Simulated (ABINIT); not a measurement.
Runs of ABINIT 10.8.3 (patched build) on Bi. It takes space group Im-3m (No. 229, cubic). Conventional cell: a = 3.963 Å, b = 3.963 Å, c = 3.963 Å, α = 90.00°, β = 90.00°, γ = 90.00°. Bi (site symmetry m-3m) has 8 Bi at 3.43 Å as nearest neighbours. This isn't the form of Bi at room conditions, which is rhombohedral.

```tsv
task	level	potentials or basis	cutoff (eV)	smearing	fine-grid cutoff	gap on the mesh (eV)	pressure (GPa)	V0 of scaled cells (Å³/atom)	B0 (GPa)
band structure	LDA	JTH PAW PBE v2.0	707	fermi-dirac 0.05 eV	1306.15 eV	none	-3.8	-	-
band structure	AM05	JTH PAW PBE v2.0	707	fermi-dirac 0.05 eV	1306.15 eV	none	-2.4	-	-
equation of state	PBE	JTH PAW PBE v2.0	599	fermi-dirac 0.05 eV	1197.3 eV	-	-	31.62	53
band structure	PW91	JTH PAW PBE v2.0	707	fermi-dirac 0.05 eV	1306.15 eV	none	(b)	-	-
equation of state	PBE	SG15 NC PBE v1.2	599	fermi-dirac 0.05 eV	-	-	-	31.60	53
single point	PBE	JTH PAW PBE v2.0	599	fermi-dirac 0.1 eV	1197.3 eV	none	0.9	-	-
single point	PBE	JTH PAW PBE v2.0	599	cold-b (ABINIT) 0.1 eV	1197.3 eV	none	(a)	-	-
equation of state	PBE	PseudoDojo NC SR PBE v0.4 stringent	1197	fermi-dirac 0.05 eV	-	-	-	(c)	53
```

Alike in all rows: no spin polarisation; cell as given; k mesh 9 × 9 × 9.

Task: Fill in the values left out.

Result: (a) 0.8; (b) 0.3; (c) 31.61.

Caveats: spin-orbit coupling is left out, which moves the levels of the heavy elements; the PAW data sets were made with another functional, which shifts forces and pressure a little (some runs); pressures at fixed basis lie under the slope of the energies (some runs).

A k mesh can miss the band edges, and the runs leave out spin-orbit coupling on Bi.

A gap of «none» marks a metal or a gap under the smearing width.
